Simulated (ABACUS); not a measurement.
# Cu (Fm-3m) in ABACUS: further runs

One crystal, Cu, is run at these levels: rSCAN; tasks: band structure, equation of state.

All numbers are computed with ABACUS 3.10.1; they aren't measurements. Logs are shortened: lines on timing, memory, paths and dates and some standing lists are left out, and cuts for length are marked.

**1. The structure**

The structure is cubic, space group Fm-3m (No. 225). Conventional cell: a = 3.615 Å, b = 3.615 Å, c = 3.615 Å, α = 90.00°, β = 90.00°, γ = 90.00°. Cu (site symmetry m-3m) is surrounded by 12 Cu at 2.56 Å.

**2. Band structure, rSCAN**

INPUT reads:

```
INPUT_PARAMETERS
suffix              Cu
calculation         nscf
basis_type          pw
pseudo_dir          ./
symmetry            -1
dft_functional      MGGA_X_RSCAN+MGGA_C_RSCAN
ecutwfc             106.0
pseudo_rcut         10
nspin               1
nbands              20
ks_solver           dav
smearing_method     fd
smearing_sigma      0.00367493
scf_thr             1e-08
scf_nmax            100
mixing_type         broyden
mixing_beta         0.7
mixing_tau          1
init_chg            file
pw_diag_thr         1e-07
out_band            1
kpar                4
```

STRU reads:

```
ATOMIC_SPECIES
Cu 63.5460 Cu_ONCV_PBE-1.2.upf

LATTICE_CONSTANT
1.8897261246

LATTICE_VECTORS
0.0000000000 1.8075000000 1.8075000000
1.8075000000 0.0000000000 1.8075000000
1.8075000000 1.8075000000 0.0000000000

ATOMIC_POSITIONS
Direct

Cu
0.0
1
0.0000000000 0.0000000000 0.0000000000 1 1 1
```

KPT reads:

```
K_POINTS
12
Line
0.00000000 0.00000000 0.00000000 10 // G
0.50000000 0.00000000 0.50000000 10 // X
0.50000000 0.25000000 0.75000000 10 // W
0.37500000 0.37500000 0.75000000 10 // K
0.00000000 0.00000000 0.00000000 10 // G
0.50000000 0.50000000 0.50000000 10 // L
0.62500000 0.25000000 0.62500000 10 // U
0.50000000 0.25000000 0.75000000 10 // W
0.50000000 0.50000000 0.50000000 10 // L
0.37500000 0.37500000 0.75000000 1 // K
0.62500000 0.25000000 0.62500000 10 // U
0.50000000 0.00000000 0.50000000 1 // X
```

Potentials or basis: SG15 ONCV 1.2 PBE, plane waves.

Launch:

```bash
> OMP_NUM_THREADS=1 mpirun -np 4 abacus > log
```

running log:

```text
ABACUS v3.10.1

               Atomic-orbital Based Ab-initio Computation at UStc

 ------------------------------------------------------------------------------------

 READING GENERAL INFORMATION
                           global_out_dir = OUT.Cu/
                           global_in_card = INPUT
                               pseudo_dir = ./
                              orbital_dir =
                                    DSIZE = 4
                                    GSIZE = 1

 READING UNITCELL INFORMATION
                                    ntype = 1
                  lattice constant (Bohr) = 1.88973
              lattice constant (Angstrom) = 1

 READING ATOM TYPE 1
                               atom label = Cu
                      L=0, number of zeta = 1
                      L=1, number of zeta = 1
                      L=2, number of zeta = 1
             number of atom for this type = 1

                        TOTAL ATOM NUMBER = 1
DIRECT COORDINATES
    atom                   x                   y                   z     mag                  vx                  vy                  vz
taud_Cu1            0.0000000000        0.0000000000        0.0000000000  0.0000        0.0000000000        0.0000000000        0.0000000000

                          Volume (Bohr^3) = 79.7006
                             Volume (A^3) = 11.8104

 Lattice vectors: (Cartesian coordinate: in unit of a_0)
                   +0             +1.8075             +1.8075
              +1.8075                  +0             +1.8075
              +1.8075             +1.8075                  +0
 Reciprocal vectors: (Cartesian coordinate: in unit of 2 pi/a_0)
            -0.276625           +0.276625           +0.276625
            +0.276625           -0.276625           +0.276625
            +0.276625           +0.276625           -0.276625
 The esolver type has been set to : ksdft_pw

                PAO radial cut off (Bohr) = 10

 Read in pseudopotential file is Cu_ONCV_PBE-1.2.upf
                     pseudopotential type = NC
          exchange-correlation functional = PBE
                 nonlocal core correction = 0
                        valence electrons = 19
                                     lmax = 2
                           number of zeta = 0
                     number of projectors = 6
                           L of projector = 0
                           L of projector = 0
                           L of projector = 1
                           L of projector = 1
                           L of projector = 2
                           L of projector = 2
 XC functional updated to : MGGA_X_RSCAN+MGGA_C_RSCAN
          exchange-correlation functional = MGGA_X_RSCAN+MGGA_C_RSCAN
     initial pseudo atomic orbital number = 0

 SETUP THE ELECTRONS NUMBER
            electron number of element Cu = 19
      total electron number of element Cu = 19
            AUTOSET number of electrons:  = 19
                           occupied bands = 10
                                   NBANDS = 20
                                   NLOCAL = 9

%%%%%%%%%%%%%%%%%%%%%%%%%%%%%%%%%%%%%%%%%%%%%%%%%%%%%%%%%%%%%%%%%%%%%%%%%%%%%%%%%%%%%%%%%%%%%%%%%%%%%%%%%%
 Warning: the number of valence electrons in pseudopotential > 11 for Cu: [Ar] 3d10 4s1
 Pseudopotentials with additional electrons can yield (more) accurate outcomes, but may be less efficient.
 If you're confident that your chosen pseudopotential is appropriate, you can safely ignore this warning.
%%%%%%%%%%%%%%%%%%%%%%%%%%%%%%%%%%%%%%%%%%%%%%%%%%%%%%%%%%%%%%%%%%%%%%%%%%%%%%%%%%%%%%%%%%%%%%%%%%%%%%%%%%

 SETUP THE PLANE WAVE BASIS
 energy cutoff for charge/potential (unit:Ry) = 424
            fft grid for charge/potential = [ 32, 32, 32 ]
                        fft grid division = [ 1, 1, 1 ]
        big fft grid for charge/potential = [ 32, 32, 32 ]
                                     nbxx = 32768
                                     nrxx = 32768

 SETUP PLANE WAVES FOR CHARGE/POTENTIAL
                    number of plane waves = 11791
                         number of sticks = 673

 PARALLEL PW FOR CHARGE/POTENTIAL
     PROC   COLUMNS(POT)             PW
        1            673          11791
 --------------- sum -------------------
        1            673          11791
                            number of |g| = 169
                                  max |g| = 38.2607
                                  min |g| = 0

----------- Double Check Mixing Parameters Begin ------------
mixing_type: broyden
mixing_beta: 0.7
mixing_gg0: 1
mixing_gg0_min: 0.1
mixing_ndim: 8
----------- Double Check Mixing Parameters End ------------

 SETUP K-POINTS
                                    nspin = 1
                                   nkstot = 102
K-POINTS DIRECT COORDINATES
 KPOINTS    DIRECT_X    DIRECT_Y    DIRECT_Z  WEIGHT
       1  0.00000000  0.00000000  0.00000000  1.0000
       2  0.05000000  0.00000000  0.05000000  1.0000
       3  0.10000000  0.00000000  0.10000000  1.0000
       4  0.15000000  0.00000000  0.15000000  1.0000
       5  0.20000000  0.00000000  0.20000000  1.0000
       6  0.25000000  0.00000000  0.25000000  1.0000
[... 22 lines left out ...]
      29  0.40000000  0.35000000  0.75000000  1.0000
      30  0.38750000  0.36250000  0.75000000  1.0000
[... 72 further k points ...]

           k-point number in this process = 26
       minimum distributed K point number = 25

[... K-POINTS CARTESIAN COORDINATES: 26 rows ...]

[... K-POINTS DIRECT COORDINATES: 26 rows ...]

 SETUP PLANE WAVES FOR WAVE FUNCTIONS
     energy cutoff for wavefunc (unit:Ry) = 106
              fft grid for wave functions = [ 32, 32, 32 ]
                    number of plane waves = 1917
                         number of sticks = 199

 PARALLEL PW FOR WAVE FUNCTIONS
     PROC   COLUMNS(POT)             PW
        1            199           1917
 --------------- sum -------------------
        1            199           1917

 SETUP NONLOCAL PSEUDOPOTENTIALS IN PLANE WAVE BASIS
 Cu non-local projectors:
 projector 1 L=0
 projector 2 L=0
 projector 3 L=1
 projector 4 L=1
 projector 5 L=2
 projector 6 L=2
      TOTAL NUMBER OF NONLOCAL PROJECTORS = 18

 Init Non-Local PseudoPotential table :
 Init Non-Local-Pseudopotential done.

                                     npwx = 1480

 -------------------------------------------
 NONSELF-CONSISTENT
 -------------------------------------------
                                 init_chg = file
 try to read charge from file
 Read in the charge density: OUT.Cu//Cu-CHARGE-DENSITY.restart
 try to read kinetic energy density from file
 Read in the kinetic energy density: OUT.Cu//Cu-TAU-DENSITY.restart

 PW ALGORITHM --------------- ION=   1  ELEC=   1--------------------------------
 k(1/102) Iter steps (avg)=11 threshold=1e-07
 k(2/102) Iter steps (avg)=11 threshold=1e-07
 k(3/102) Iter steps (avg)=12 threshold=1e-07
 k(4/102) Iter steps (avg)=20 threshold=1e-07
 k(5/102) Iter steps (avg)=19 threshold=1e-07
 k(6/102) Iter steps (avg)=16 threshold=1e-07
 k(7/102) Iter steps (avg)=16 threshold=1e-07
 k(8/102) Iter steps (avg)=12 threshold=1e-07
 k(9/102) Iter steps (avg)=16 threshold=1e-07
 k(10/102) Iter steps (avg)=21 threshold=1e-07
[... 6 lines left out ...]
 k(17/102) Iter steps (avg)=17 threshold=1e-07
 k(18/102) Iter steps (avg)=17 threshold=1e-07
 k(19/102) Iter steps (avg)=17 threshold=1e-07
 k(20/102) Iter steps (avg)=16 threshold=1e-07
 k(21/102) Iter steps (avg)=15 threshold=1e-07
 k(22/102) Iter steps (avg)=16 threshold=1e-07
 k(23/102) Iter steps (avg)=18 threshold=1e-07
 k(24/102) Iter steps (avg)=25 threshold=1e-07
 k(25/102) Iter steps (avg)=26 threshold=1e-07
 k(26/102) Iter steps (avg)=24 threshold=1e-07
[... levels at 26 k points of this process ...]

 Density error is 0.00000000000
                          Error Threshold = 1.00000000000e-07
----------------------------------------------------------
     Energy           Rydberg                 eV
----------------------------------------------------------
 E_KohnSham     -365.2630827245      -4969.6591940991
 E_KS(sigma->0) -365.2630337037      -4969.6585271367
 E_Harris       -365.2630827245      -4969.6591940991
 E_band         -27.3630719026       -372.2936926591
 E_one_elec     -196.7101882835      -2676.3794153082
 E_Hartree      108.8485480839       1480.9604729674
 E_xc           -35.1164666276       -477.7840397622
 E_Ewald        -242.2848778557      -3296.4548780713
 E_entropy(-TS) -0.0000980416        -0.0013339247
 E_descf        0.0000000000         0.0000000000
 E_exx          0.0000000000         0.0000000000
 E_Fermi        1.4276764544         19.4245346806
----------------------------------------------------------

 charge density convergence is achieved
 final etot is -4969.6591941 eV
 EFERMI = 19.424534681 eV

 STATE ENERGY(eV) AND OCCUPATIONS    NSPIN == 1
 1/26 kpoint (Cartesian) = 0.0000 0.0000 0.0000 (1459 pws)
       1       -98.8062      0.0196078
       2       -55.1457      0.0196078
       3       -55.1457      0.0196078
       4       -55.1457      0.0196078
       5        7.73757      0.0196078
       6        14.0865      0.0196078
[... 12 lines left out ...]
      19        55.3726        0.00000
      20        55.3726        0.00000

 2/26 kpoint (Cartesian) = 0.0000 0.027663 0.0000 (1459 pws)
       1       -98.8057      0.0196078
       2       -55.1482      0.0196078
       3       -55.1467      0.0196078
       4       -55.1467      0.0196078
       5        7.86352      0.0196078
       6        14.0495      0.0196078
[... 12 lines left out ...]
      19        53.0995        0.00000
      20        55.5963        0.00000

 3/26 kpoint (Cartesian) = 0.0000 0.055325 0.0000 (1451 pws)
       1       -98.8044      0.0196078
       2       -55.1557      0.0196078
       3       -55.1496      0.0196078
       4       -55.1496      0.0196078
       5        8.23722      0.0196078
       6        13.9428      0.0196078
[... 12 lines left out ...]
      19        53.3545        0.00000
      20        56.2790        0.00000

 4/26 kpoint (Cartesian) = 0.0000 0.082988 0.0000 (1447 pws)
       1       -98.8023      0.0196078
       2       -55.1672      0.0196078
       3       -55.1542      0.0196078
       4       -55.1542      0.0196078
       5        8.84431      0.0196078
       6        13.7783      0.0196078
[... 12 lines left out ...]
      19        55.3874        0.00000
      20        57.4535        0.00000

 5/26 kpoint (Cartesian) = 0.0000 0.11065 0.0000 (1463 pws)
       1       -98.7997      0.0196078
       2       -55.1816      0.0196078
       3       -55.1599      0.0196078
       4       -55.1599      0.0196078
       5        9.65192      0.0196078
       6        13.5738      0.0196078
[... 12 lines left out ...]
      19        57.6230        0.00000
      20        58.4383        0.00000

 6/26 kpoint (Cartesian) = 0.0000 0.13831 0.0000 (1475 pws)
       1       -98.7968      0.0196078
       2       -55.1975      0.0196078
       3       -55.1663      0.0196078
       4       -55.1663      0.0196078
       5        10.5833      0.0196078
       6        13.3508      0.0196078
[... 12 lines left out ...]
      19        58.9480        0.00000
      20        59.7628        0.00000

[... levels at 20 further k points ...]

 --------------------------------------------
 !FINAL_ETOT_IS -4969.659194099107 eV
 --------------------------------------------

 Output bands in file: OUT.Cu/BANDS_1.dat
```

Wall time 6 s (4 MPI ranks of Intel Xeon 6975P-C (Granite Rapids), shared host); peak memory 0.36 GiB.

Levels at the corners of the path, in eV from the Fermi level:
```tsv
point	band 7	band 8	band 9	band 10	band 11	band 12
Γ	-3.14	-3.14	-2.30	-2.30	23.73	26.61
X	-1.74	-1.57	-1.57	1.75	7.56	13.91
W	-3.65	-2.34	-1.57	6.61	6.61	8.72
K	-2.85	-2.16	-1.77	4.65	6.12	8.37
Γ	-3.14	-3.14	-2.30	-2.30	23.73	26.61
L	-3.17	-1.72	-1.72	-0.88	4.08	22.16
U	-2.85	-2.16	-1.77	4.65	6.12	8.37
W	-3.65	-2.34	-1.57	6.61	6.61	8.72
L	-3.17	-1.72	-1.72	-0.88	4.08	22.16
K	-2.85	-2.16	-1.77	4.65	6.12	8.37
U	-2.85	-2.16	-1.77	4.65	6.12	8.37
X	-1.74	-1.57	-1.57	1.75	7.56	13.91
```

Caveat: the density is read from an earlier self-consistent run, whose mesh may be coarse; the potentials were made for another functional, which shifts forces and pressure.

**3. Equation of state, rSCAN, 11.10 Å³/atom (volume scaled by 0.94)**

run_abacus.py reads:

```python
"""ABACUS run from a structure file: ASE reads it, the script writes STRU, KPT and INPUT."""
import re
import subprocess
from ase.io import read
from ase.units import Bohr

atoms = read("Cu.xyz")
atoms = atoms[(-atoms.numbers).argsort(kind="stable")]  # ABACUS lists atoms element by element
pseudo = {'Cu': 'Cu_ONCV_PBE-1.2.upf'}
orbital = {}
magmoms = None
kmesh = [8, 8, 8]
params = {
    'suffix': 'Cu',
    'calculation': 'scf',
    'basis_type': 'pw',
    'pseudo_dir': './',
    'symmetry': 1,
    'dft_functional': 'MGGA_X_RSCAN+MGGA_C_RSCAN',
    'ecutwfc': 106,
    'pseudo_rcut': 10,
    'nspin': 1,
    'nbands': 14,
    'ks_solver': 'dav',
    'smearing_method': 'fd',
    'smearing_sigma': 0.00367493,
    'scf_thr': 1e-08,
    'scf_nmax': 100,
    'mixing_type': 'broyden',
    'mixing_beta': 0.7,
    'cal_force': 1,
    'cal_stress': 1,
    'mixing_tau': 1,
    'kpar': 4,
}

symbols = atoms.get_chemical_symbols()
elements = list(dict.fromkeys(symbols))
lines = ["ATOMIC_SPECIES"] + [f"{e} {atoms.get_masses()[symbols.index(e)]:.4f} {pseudo[e]}" for e in elements]
if orbital:
    lines += ["", "NUMERICAL_ORBITAL"] + [orbital[e] for e in elements]
lines += ["", "LATTICE_CONSTANT", f"{1 / Bohr:.10f}", "", "LATTICE_VECTORS"]
lines += [" ".join(f"{x:.10f}" for x in v) for v in atoms.cell]
lines += ["", "ATOMIC_POSITIONS", "Direct"]
for e in elements:
    lines += ["", e, "0.0", str(symbols.count(e))]
    for i, p in enumerate(atoms.get_scaled_positions(wrap=False)):
        if symbols[i] == e:
            mag = "" if magmoms is None else " mag " + " ".join(str(x) for x in (magmoms[i] if isinstance(magmoms[i], list) else [magmoms[i]]))
            lines.append(" ".join(f"{x:.10f}" for x in p) + " 1 1 1" + mag)
open("STRU", "w").write("\n".join(lines) + "\n")
open("KPT", "w").write("K_POINTS\n0\nGamma\n%d %d %d 0 0 0\n" % tuple(kmesh))
open("INPUT", "w").write("INPUT_PARAMETERS\n" + "".join(f"{k:<20s}{v}\n" for k, v in params.items()))

done = subprocess.run(['mpirun', '-np', '4', 'abacus'])
if done.returncode:
    raise SystemExit(done.returncode)
log = open("OUT.Cu/running_scf.log").read()
print("final energy (eV):", re.findall(r"FINAL_ETOT_IS (\S+)", log))
```

Cu.xyz reads:

```xyz
1
Lattice="0.0000000000 1.7706018915 1.7706018915 1.7706018915 0.0000000000 1.7706018915 1.7706018915 1.7706018915 0.0000000000" Properties=species:S:1:pos:R:3 pbc="T T T"
Cu     0.0000000000      0.0000000000      0.0000000000
```

Potentials or basis: SG15 ONCV 1.2 PBE, plane waves.

Launch:

```bash
> OMP_NUM_THREADS=1 python run_abacus.py > log
```

Wall time 4 s (4 MPI ranks of Intel Xeon 6975P-C (Granite Rapids), shared host); peak memory 0.36 GiB.

The run converged. Its results:

| Quantity | Value |
| --- | --- |
| Free energy | -4971.0061 eV |
| Pressure | 5.1 GPa |
| Band gap on the k mesh | none (metal or under the smearing width) |

Caveat: the k mesh is coarse (spacing up to 0.38 Å⁻¹), so the values aren't converged; the potentials were made for another functional, which shifts forces and pressure.

**4. Equation of state, rSCAN, 11.57 Å³/atom (volume scaled by 0.98)**

run_abacus.py is that of step 3.

Cu.xyz reads:

```xyz
1
Lattice="0.0000000000 1.7953687620 1.7953687620 1.7953687620 0.0000000000 1.7953687620 1.7953687620 1.7953687620 0.0000000000" Properties=species:S:1:pos:R:3 pbc="T T T"
Cu     0.0000000000      0.0000000000      0.0000000000
```

Launch:

```bash
> OMP_NUM_THREADS=1 python run_abacus.py > log
```

Run time: 4.4 s. Hardware: 4 MPI ranks of Intel Xeon 6975P-C (Granite Rapids), shared host; peak memory 0.36 GiB.

It converged, with:

* Free energy: -4971.0108 eV
* Pressure: -1.8 GPa
* Band gap on the k mesh: none (metal or under the smearing width)

Caveat: the k mesh is coarse (spacing up to 0.38 Å⁻¹), so the values aren't converged; the potentials were made for another functional, which shifts forces and pressure.

**5. Equation of state, rSCAN, 12.05 Å³/atom (volume scaled by 1.02)**

run_abacus.py is that of step 4.

Cu.xyz reads:

```xyz
1
Lattice="0.0000000000 1.8194705475 1.8194705475 1.8194705475 0.0000000000 1.8194705475 1.8194705475 1.8194705475 0.0000000000" Properties=species:S:1:pos:R:3 pbc="T T T"
Cu     0.0000000000      0.0000000000      0.0000000000
```

Launch:

```bash
> OMP_NUM_THREADS=1 python run_abacus.py > log
```

Wall time 4.3 s (4 MPI ranks of Intel Xeon 6975P-C (Granite Rapids), shared host); peak memory 0.36 GiB.

The run converged. Its results:

* Free energy: -4970.9972 eV
* Pressure: -7.2 GPa
* Band gap on the k mesh: none (metal or under the smearing width)

Caveat: the k mesh is coarse (spacing up to 0.37 Å⁻¹), so the values aren't converged; the potentials were made for another functional, which shifts forces and pressure.

**6. Equation of state, rSCAN, 12.52 Å³/atom (volume scaled by 1.06)**

run_abacus.py is that of step 5.

Cu.xyz reads:

```xyz
1
Lattice="0.0000000000 1.8429501765 1.8429501765 1.8429501765 0.0000000000 1.8429501765 1.8429501765 1.8429501765 0.0000000000" Properties=species:S:1:pos:R:3 pbc="T T T"
Cu     0.0000000000      0.0000000000      0.0000000000
```

Potentials or basis: SG15 ONCV 1.2 PBE, plane waves.

Launch:

```bash
> OMP_NUM_THREADS=1 python run_abacus.py > log
```

Run time: 9.9 s. Hardware: 4 MPI ranks of Intel Xeon 6975P-C (Granite Rapids), shared host; peak memory 0.36 GiB.

It converged, with:

```yaml
Free_energy: -4971.0016 eV
Pressure: -11.2 GPa
Band_gap_on_the_k_mesh: none (metal or under the smearing width)
```

Caveat: the k mesh is coarse (spacing up to 0.37 Å⁻¹), so the values aren't converged; the potentials were made for another functional, which shifts forces and pressure.

**7. Equation of state, rSCAN**

No new run: the results of the series are fitted here.

What came out:

| Quantity | Value |
| --- | --- |
| Equilibrium volume | 11.37 Å³/atom (rough: see the caveat) |
| Bulk modulus | 308 GPa (rough) |

Energy against volume, from the lowest point:
| volume (Å³/atom) | energy (meV/atom) |
| --- | --- |
| 11.102 | 4.70 |
| 11.574 | 0.00 |
| 12.047 | 13.64 |
| 12.519 | 9.18 |

Caveat: the k mesh is coarse (spacing up to 0.38 Å⁻¹), so the values aren't converged; the fit is doubtful: noisy points or a state that changes with volume; the potentials were made for another functional, which shifts forces and pressure.
